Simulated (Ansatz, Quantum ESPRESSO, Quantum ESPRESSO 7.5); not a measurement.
**Complex bands of MgF2, fluorite type, lattice constant set to 4.636 Å**

Wanted: the complex band structure of MgF2, fluorite type, lattice constant set to 4.636 Å, as for a tunnel barrier.

Method: plane-wave DFT, LDA, GBRV ultrasoft pseudopotentials (cross-check by Ansatz 0.2.0 with PAW datasets), in Quantum ESPRESSO 7.5.

Report form: the programs' logs are mostly left out.

The structure was built from a prototype and need not be the compound's stable phase.

**1. The starting structure**

Symmetry: Fm-3m, No. 225, cubic system. The conventional cell has a = 4.636 Å, b = 4.636 Å, c = 4.636 Å, α = 90.00°, β = 90.00°, γ = 90.00°. Mg has 8 F at 2.01 Å nearest. Nearest to F lie 4 Mg at 2.01 Å. Farther neighbours and most contacts between anions are not listed.

**2. Self-consistent run**

pwcond needs a cell whose third axis lies along the current and stands perpendicular to the other two.

Contents of scf.in:

```
&control
  prefix = 'scf'
  outdir = './out'
  pseudo_dir = './pseudo'
  calculation = 'scf'
  tprnfor = .true.
/
&system
  ibrav = 0
  nat = 6
  ntyp = 2
  ecutwfc = 40
  ecutrho = 200
  occupations = 'fixed'
  nbnd = 28
/
&electrons
  conv_thr = 1e-09
  mixing_beta = 0.6
  electron_maxstep = 120
/
ATOMIC_SPECIES
  Mg  24.3050  mg_lda_v1.4.uspp.F.UPF
  F   18.9984  f_lda_v1.4.uspp.F.UPF
CELL_PARAMETERS angstrom
  3.27814703758083 0.00000000000000 0.00000000000000
  0.00000000000000 3.27814703758083 0.00000000000000
  0.00000000000000 0.00000000000000 4.63600000000000
ATOMIC_POSITIONS crystal
  Mg  0.000000000000 0.000000000000 0.000000000000
  F   0.500000000000 0.000000000000 0.250000000000
  F   0.000000000000 0.500000000000 0.250000000000
  Mg  0.500000000000 0.500000000000 0.500000000000
  F   0.500000000000 0.000000000000 0.750000000000
  F   0.000000000000 0.500000000000 0.750000000000
K_POINTS automatic
  8 8 6 0 0 0
```

Command:

```sh
OMP_NUM_THREADS=1 mpirun -n 2 pw.x -nk 2 -in scf.in > scf.out
```

Elapsed: 13 s, on 2 MPI ranks of Arm Neoverse V2, shared host; peak memory 0.19 GiB.

This step gave:

| Item | Value |
| --- | --- |
| free energy | -6057.4339 eV |
| valence top, on the run's zero | 5.917 eV |
| conduction bottom, on the run's zero | 13.40 eV |
| gap by band count | 7.484 eV |

The run needed 8 iterations to bring the estimated error under 1e-09 Ry.

**3. Complex bands with pwcond.x**

ikind = 0 solves one period of the crystal for all kz, real and complex, at each energy and k across. ewind and epsproj trim the two-dimensional plane-wave basis; nz1 sets the subslabs.

Contents of cbs.in:

```
&inputcond
  outdir = './out'
  prefixl = 'scf'
  band_file = 'cbs'
  ikind = 0
  ewind = 4.0
  epsproj = 1e-05
  nz1 = 7
  energy0 = 8.96
  denergy = -0.28
/
4
  0.00000000 0.00000000 1.00000000
  0.50000000 0.00000000 1.00000000
  0.50000000 0.50000000 1.00000000
  0.25000000 0.00000000 1.00000000
40
```

Command:

```sh
OMP_NUM_THREADS=1 mpirun -n 2 pwcond.x -in cbs.in > cbs.out
```

Elapsed: 70 s, on 2 MPI ranks; peak memory 0.12 GiB; 2.3 min of CPU time.

Read from the output:

```
peak of the smallest κ at the zone centre : 0.483 Å⁻¹
energy of the peak at the zone centre     : 3.64 eV
peak of the smallest κ at (1/4, 0)        : 0.554 Å⁻¹
```

K across = (0, 0) in the cell's reciprocal vectors; values within 0.0025 1/Å of each other count once, columns are sorted by size at each energy, a dash where no further value was kept. Table of Im kz of the slowest decaying states by energy, zero at the highest filled level of the SCF mesh:

```csv
energy (eV),decay 1 (Å⁻¹),decay 2 (Å⁻¹),decay 3 (Å⁻¹)
-1.96,0.855,1.19,1.20
-1.68,0.881,1.09,1.09
-1.12,0.641,0.651,0.992
-0.84,0.056,1.01,1.68
-0.56,0.178,1.02,1.66
0.00,0.287,0.794,0.801
0.28,0.221,0.323,0.938
0.56,0.307,0.353,1.04
1.12,0.4,0.421,1.09
1.40,0.419,0.463,1.10
1.68,0.435,0.5,1.10
2.24,0.458,0.56,1.11
2.52,0.467,0.585,1.11
2.80,0.474,0.608,1.11
3.36,0.482,0.648,1.11
3.64,0.483,0.665,1.11
4.20,0.478,0.695,1.10
4.48,0.473,0.708,1.10
4.76,0.465,0.72,1.09
5.32,0.44,0.741,1.08
5.60,0.423,0.751,1.08
5.88,0.402,0.759,1.07
6.44,0.343,0.773,1.05
6.72,0.301,0.779,1.04
7.00,0.246,0.785,1.03
7.56,0.794,1.01,1.15
7.84,0.798,0.981,1.00
8.12,0.801,0.946,0.993
8.68,0.805,0.87,0.968
8.96,0.807,0.829,0.954
```

K across = (0, 0) in the cell's reciprocal vectors. Re kz of states that move upwards against energy, zero at the highest filled level of the SCF mesh:

```csv
energy (eV),channel 1 (Å⁻¹),channel 2 (Å⁻¹),channel 3 (Å⁻¹)
-1.96,-0.367,0.662,-
-1.40,-0.557,-0.246,-
-0.84,-0.413,0.205,0.249
-0.28,-0.230,-,-
0.00,-0.0170,-,-
0.56,-,-,-
1.12,-,-,-
1.68,-,-,-
2.24,-,-,-
2.80,-,-,-
3.36,-,-,-
3.64,-,-,-
4.20,-,-,-
4.76,-,-,-
5.32,-,-,-
5.88,-,-,-
6.44,-,-,-
7.00,-,-,-
7.28,-,-,-
7.84,0.228,-,-
8.40,0.383,-,-
8.96,0.507,-,-
```

K across = (1/2, 0) in the cell's reciprocal vectors; values within 0.0025 1/Å of each other count once, columns are sorted by size at each energy, a dash where no further value was kept. Im kz of the slowest decaying states against energy, zero at the highest filled level of the SCF mesh:

```csv
energy (eV),decay 1 (Å⁻¹),decay 2 (Å⁻¹),decay 3 (Å⁻¹)
-1.96,0.432,0.478,-
-1.68,0.594,0.624,-
-1.40,0.678,0.743,2.16
-1.12,0.742,0.829,2.14
-0.84,0.795,0.895,2.12
-0.56,0.838,0.948,2.11
-0.28,0.165,0.875,0.992
0.00,0.257,0.907,1.03
0.28,0.319,0.934,1.06
0.56,0.368,0.957,1.09
1.12,0.443,0.996,1.13
1.40,0.473,1.01,1.15
1.68,0.499,1.02,1.16
1.96,0.522,1.04,1.17
2.24,0.543,1.05,1.18
2.52,0.562,1.06,1.19
2.80,0.578,1.06,1.20
3.08,0.593,1.07,1.21
3.36,0.606,1.08,1.21
3.64,0.618,1.08,1.22
3.92,0.629,1.08,1.22
4.20,0.638,1.08,1.22
4.48,0.646,1.09,1.23
4.76,0.653,1.09,1.23
5.04,0.659,1.09,1.23
5.32,0.664,1.09,1.23
5.60,0.668,1.08,1.23
5.88,0.671,1.08,1.22
6.44,0.674,1.07,1.22
6.72,0.673,1.07,1.21
7.00,0.672,1.06,1.21
7.28,0.669,1.06,1.21
7.56,0.665,1.05,1.2
7.84,0.66,1.04,1.19
8.12,0.652,1.04,1.19
8.40,0.643,1.03,-
8.68,0.632,1.02,1.17
8.96,0.619,1.01,1.17
```

K across = (1/2, 1/2) in the cell's reciprocal vectors; values within 0.0025 1/Å of each other count once, columns are sorted by size at each energy, a dash where no further value was kept. The Im kz of the slowest decaying states by energy, zero at the highest filled level of the SCF mesh:

```csv
energy (eV),decay 1 (Å⁻¹),decay 2 (Å⁻¹),decay 3 (Å⁻¹)
-1.96,0.758,1.22,2.32
-1.40,0.799,1.03,-
-0.84,0.706,0.83,2.27
-0.28,0.081,0.175,0.852
0.00,0.266,0.861,2.23
0.56,0.379,0.788,0.874
1.12,0.454,0.882,1.00
1.68,0.511,0.886,1.13
2.24,0.556,0.885,1.22
2.80,0.592,0.881,1.28
3.36,0.62,0.874,1.33
3.64,0.633,0.869,1.35
4.20,0.653,0.857,1.39
4.76,0.669,0.841,1.42
5.32,0.681,0.822,1.44
5.88,0.689,0.8,1.46
6.44,0.694,0.774,1.47
7.00,0.695,0.744,1.48
7.28,0.695,0.728,1.49
7.84,0.69,1.49,1.80
8.40,0.648,0.683,1.49
8.96,0.597,0.671,1.50
```

K across = (1/4, 0) in the cell's reciprocal vectors; values within 0.0025 1/Å of each other count once, columns are sorted by size at each energy, a dash where no further value was kept. Im kz of the slowest decaying states against energy, zero at the highest filled level of the SCF mesh:

```csv
energy (eV),decay 1 (Å⁻¹),decay 2 (Å⁻¹),decay 3 (Å⁻¹)
-1.96,0.257,0.699,0.763
-1.68,0.134,0.475,0.812
-1.40,0.853,0.926,1.90
-1.12,0.123,0.887,0.958
-0.84,0.459,0.51,0.917
-0.56,0.157,0.674,0.697
-0.28,0.238,0.784,0.837
0.00,0.155,0.294,0.866
0.28,0.262,0.337,0.932
0.56,0.333,0.372,0.986
1.12,0.427,0.432,1.03
1.40,0.45,0.47,1.04
1.68,0.469,0.503,1.05
1.96,0.486,0.533,1.06
2.24,0.5,0.559,1.06
2.52,0.513,0.582,1.06
2.80,0.524,0.603,1.07
3.08,0.533,0.622,1.07
3.36,0.54,0.64,1.07
3.64,0.546,0.655,1.07
3.92,0.55,0.67,1.07
4.20,0.553,0.683,1.07
4.48,0.554,0.695,1.06
4.76,0.554,0.706,1.06
5.04,0.552,0.715,1.06
5.32,0.548,0.724,1.05
5.60,0.542,0.732,1.05
5.88,0.534,0.739,1.04
6.44,0.511,0.751,1.03
6.72,0.495,0.756,1.02
7.00,0.475,0.76,1.01
7.28,0.451,0.764,1.00
7.56,0.421,0.767,0.991
7.84,0.385,0.769,0.981
8.12,0.338,0.77,0.969
8.40,0.276,0.771,0.958
8.68,0.184,0.771,0.945
8.96,0.77,0.932,1.01
```

**4. Complex band structure, with epsproj = 0.001**

A sensitivity test on the input.

cbs.w.in, as its differences from the input of step 3:

```diff
@@ -3,6 +3,6 @@
   prefixl = 'scf'
-  band_file = 'cbs'
+  band_file = 'cbs.w'
   ikind = 0
   ewind = 4.0
-  epsproj = 1e-05
+  epsproj = 0.001
   nz1 = 7
```

Command:

```sh
OMP_NUM_THREADS=1 mpirun -n 2 pwcond.x -in cbs.w.in > cbs.w.out
```

Elapsed: 31 s, on 2 MPI ranks; peak memory 0.11 GiB; 61 s of CPU time.

The changed values were drawn from a wide range, not chosen for quality; the comparison shows what they did here together.

Beside the run it was changed from:

```csv
quantity,this run,unchanged run,difference
peak of the smallest κ at the zone centre (Å⁻¹),0.482,0.483,-0.0010
wall time (s),31,70,
```

The physical values in this table move by up to 0.21 %.

**5. Complex bands with pwcond.x, with nenergy = 0**

Another try, with an input changed as a hurried user might.

cbs.bad.in, as its differences from the input of step 3:

```diff
@@ -3,3 +3,3 @@
   prefixl = 'scf'
-  band_file = 'cbs'
+  band_file = 'cbs.bad'
   ikind = 0
@@ -16,2 +16,2 @@
   0.25000000 0.00000000 1.00000000
-40
+0
```

Command:

```sh
OMP_NUM_THREADS=1 mpirun -n 2 pwcond.x -in cbs.bad.in > cbs.bad.out
```

The job ended after 1.3 s (2 MPI ranks; peak memory 0.09 GiB; 2.3 s of CPU time).

The run finished, but its numbers are not taken as the system's. The fault: no energies.

**6. Cross-check with Ansatz**

As a check, the same structure is run in Ansatz.

Level of this step: plane-wave DFT, LDA, Ansatz PAW (Ansatz 0.2.0).

Contents of input.yaml:

```yaml
crystal:
  lattice:
    - [3.2781470376, 0.0, 0.0]
    - [0.0, 3.2781470376, 0.0]
    - [0.0, 0.0, 4.636]
  atoms:
    - { symbol: Mg, position: [0.0, 0.0, 0.0] }
    - { symbol: F, position: [0.5, 0.0, 0.25] }
    - { symbol: F, position: [0.0, 0.5, 0.25] }
    - { symbol: Mg, position: [0.5, 0.5, 0.5] }
    - { symbol: F, position: [0.5, 0.0, 0.75] }
    - { symbol: F, position: [0.0, 0.5, 0.75] }
kpoints:
  mp_grid: { grid: [8, 8, 6] }
hamiltonian:
  xc: lda
scf:
  occupations: { method: fixed }
  convergence: { dr2_threshold: 1.0e-09 }
output:
  transmission:
    leads: [[0, 0]]
    kpoints: [[0, 0], [0.5, 0], [0.5, 0.5], [0.25, 0]]
    e_range: [-1.96, 8.96]
    de: 0.28
```

Command:

```sh
ansatz run input.yaml --threads 2 --pin off --max-ram 4096MiB --backend cpu --events-out ev --progress --plain --runs-dir out
```

Run time: 11 s. Hardware: 2 threads; peak memory 0.33 GiB.

Read from the output:

* free energy: -6987.4703 eV
* gap by band count: 7.521 eV
* symmetry operations: 32
* slowest decay at the grid energy nearest mid-gap: 0.485 Å⁻¹
* peak of the smallest κ at the zone centre: 0.4850 Å⁻¹
* peak of the smallest κ at (1/4, 0): 0.5563 Å⁻¹
* valence top, on the run's zero: 6.166 eV

K across = (0, 0) in the cell's reciprocal vectors; values within 0.0025 1/Å of each other count once, columns are sorted by size at each energy, a dash where no further value was kept. The Im kz of the slowest decaying states by energy, zero at the highest filled level of the SCF mesh:

```csv
energy (eV),decay 1 (Å⁻¹),decay 2 (Å⁻¹),decay 3 (Å⁻¹)
-1.96,0.856,1.19,-
-1.68,0.882,1.09,-
-1.12,0.641,0.992,-
-0.84,0.0574,1.01,-
-0.56,0.179,1.02,-
0.00,0.0191,0.288,0.802
0.28,0.222,0.324,0.943
0.56,0.309,0.355,1.04
1.12,0.402,0.422,1.09
1.40,0.420,0.464,1.10
1.68,0.436,0.501,1.10
2.24,0.460,0.561,1.11
2.52,0.469,0.587,1.11
2.80,0.476,0.610,1.11
3.36,0.484,0.649,1.11
3.64,0.485,0.667,1.11
4.20,0.481,0.697,1.10
4.48,0.476,0.710,1.10
4.76,0.468,0.722,1.10
5.32,0.444,0.743,1.08
5.60,0.428,0.752,1.08
5.88,0.407,0.761,1.07
6.44,0.349,0.775,1.06
6.72,0.309,0.781,1.05
7.00,0.255,0.787,1.04
7.56,0.796,1.02,1.16
7.84,0.800,0.984,1.01
8.12,0.803,0.949,0.995
8.68,0.807,0.874,0.970
8.96,0.809,0.833,0.956
```

K across = (0, 0) in the cell's reciprocal vectors. Re kz of states that move upwards against energy, zero at the highest filled level of the SCF mesh:

```csv
energy (eV),channel 1 (Å⁻¹),channel 2 (Å⁻¹),channel 3 (Å⁻¹)
-1.96,-0.367,0.662,-
-1.68,-0.625,-0.311,-
-1.40,-0.557,-0.246,-
-1.12,-0.487,-0.166,-
-0.84,-0.413,0.249,0.249
-0.56,-0.395,-0.395,-0.330
-0.28,-0.229,-,-
0.00,-,-,-
0.28,-,-,-
0.56,-,-,-
1.12,-,-,-
1.40,-,-,-
1.68,-,-,-
1.96,-,-,-
2.24,-,-,-
2.52,-,-,-
2.80,-,-,-
3.08,-,-,-
3.36,-,-,-
3.64,-,-,-
3.92,-,-,-
4.20,-,-,-
4.48,-,-,-
4.76,-,-,-
5.04,-,-,-
5.32,-,-,-
5.60,-,-,-
5.88,-,-,-
6.44,-,-,-
6.72,-,-,-
7.00,-,-,-
7.28,-,-,-
7.56,0.0741,-,-
7.84,0.216,-,-
8.12,0.302,-,-
8.40,0.375,-,-
8.68,0.440,-,-
8.96,0.501,-,-
```

K across = (1/2, 0) in the cell's reciprocal vectors; values within 0.0025 1/Å of each other count once, columns are sorted by size at each energy, a dash where no further value was kept. Table of Im kz of the slowest decaying states by energy, zero at the highest filled level of the SCF mesh:

```csv
energy (eV),decay 1 (Å⁻¹),decay 2 (Å⁻¹),decay 3 (Å⁻¹)
-1.96,0.430,0.478,-
-1.40,0.678,0.743,-
-0.84,0.796,0.895,-
-0.28,0.166,0.876,0.992
0.00,0.258,0.908,1.03
0.56,0.369,0.959,1.09
1.12,0.444,0.998,1.13
1.68,0.500,1.03,1.16
2.24,0.544,1.05,1.18
2.80,0.580,1.07,1.20
3.36,0.608,1.08,1.21
3.64,0.620,1.08,1.22
4.20,0.640,1.09,1.23
4.76,0.655,1.09,1.23
5.32,0.666,1.09,1.23
5.88,0.673,1.08,1.22
6.44,0.676,1.08,1.22
7.00,0.674,1.07,1.21
7.28,0.671,1.06,1.21
7.84,0.662,1.05,1.20
8.40,0.646,1.03,1.18
8.96,0.622,1.01,1.17
```

K across = (1/2, 1/2) in the cell's reciprocal vectors; values within 0.0025 1/Å of each other count once, columns are sorted by size at each energy, a dash where no further value was kept. Im kz of the slowest decaying states against energy, zero at the highest filled level of the SCF mesh:

```csv
energy (eV),decay 1 (Å⁻¹),decay 2 (Å⁻¹),decay 3 (Å⁻¹)
-1.96,0.759,1.22,-
-1.40,0.800,1.03,-
-0.84,0.707,0.831,-
-0.28,0.0825,0.176,0.854
0.00,0.0396,0.267,0.863
0.56,0.380,0.791,0.876
1.12,0.455,0.884,1.00
1.68,0.512,0.888,1.13
2.24,0.557,0.887,1.22
2.80,0.593,0.883,1.29
3.36,0.622,0.876,1.34
3.64,0.634,0.871,1.36
4.20,0.655,0.859,1.39
4.76,0.671,0.843,1.42
5.32,0.683,0.825,1.44
5.88,0.691,0.802,1.46
6.44,0.696,0.777,1.47
7.00,0.697,0.747,1.48
7.28,0.697,0.730,1.49
7.84,0.693,1.49,-
8.40,0.650,0.685,1.50
8.96,0.600,0.674,1.50
```

K across = (1/4, 0) in the cell's reciprocal vectors; values within 0.0025 1/Å of each other count once, columns are sorted by size at each energy, a dash where no further value was kept. The Im kz of the slowest decaying states by energy, zero at the highest filled level of the SCF mesh:

```csv
energy (eV),decay 1 (Å⁻¹),decay 2 (Å⁻¹),decay 3 (Å⁻¹)
-1.96,0.263,0.700,0.763
-1.40,0.853,0.926,-
-0.84,0.459,0.511,0.917
-0.28,0.239,0.785,0.837
0.00,0.156,0.295,0.868
0.56,0.334,0.373,0.987
1.12,0.429,0.433,1.04
1.68,0.470,0.505,1.05
2.24,0.502,0.560,1.06
2.80,0.525,0.605,1.07
3.36,0.542,0.641,1.07
3.64,0.548,0.657,1.07
4.20,0.555,0.684,1.07
4.76,0.556,0.707,1.06
5.32,0.550,0.726,1.05
5.88,0.537,0.741,1.04
6.44,0.514,0.753,1.03
7.00,0.479,0.762,1.01
7.28,0.455,0.766,1.00
7.84,0.390,0.771,0.983
8.40,0.285,0.773,0.960
8.96,0.772,0.934,1.01
```

**7. The arithmetic**

T falls as exp(−2κd). With κ = 0.483 1/Å, 10 Å of barrier pass exp(−2 × 0.483 × 10) = 6.4e-5 of that channel, interfaces aside.

**8. Results**

```json
{
 "gap on the SCF mesh": "7.48 eV",
 "smallest κ at mid-gap among the four k points, at the zone centre": "0.483 Å⁻¹",
 "peak of the smallest κ in the stop band at the zone centre": "0.483 Å⁻¹",
 "peak of the smallest κ in the stop band at (1/4, 0)": "0.554 Å⁻¹",
 "energy of the peak at the zone centre, over the highest filled level": "3.64 eV",
 "peak at the zone centre by Ansatz": "0.485 Å⁻¹"
}
```

In words: With a gap of 7.48 eV on the mesh, the smallest κ at mid-gap among the four k points, at the zone centre is 0.483 Å⁻¹ (LDA, GBRV ultrasoft). For a barrier with the Fermi level at mid-gap the slowest state found, at the zone centre, loses a factor of ten in probability every 2.4 Å or so. Stop bands away from the zone centre are mostly wider than the gap, so their peaks can lie above the conduction bottom. At the zone centre pwcond's peak is 0.483 and Ansatz's 0.485 1/Å, 0 % apart. The cell is the a/√2 one, turned by 45°, with two primitive cells, so X along [001] folds onto kz = 0. A semilocal gap is too small, often by a third to a half and by more in narrow-gap crystals, so real barriers decay faster.

[Logs are printed without paths, hosts, clocks, repeated set-up lines and the standing remarks that a program may print on its own settings, such as how far it seeks lower states.]

[Hosts, paths, dates, database ids (printed as entryN), source tags and the programs' standing remarks are cut or masked in the printed files.]

[Maps of the electrostatic potential energy from Ansatz leave out the sawtooth potential of an applied field or a dipole correction, so their vacuum need not be flat; planar profiles and work functions include it.]
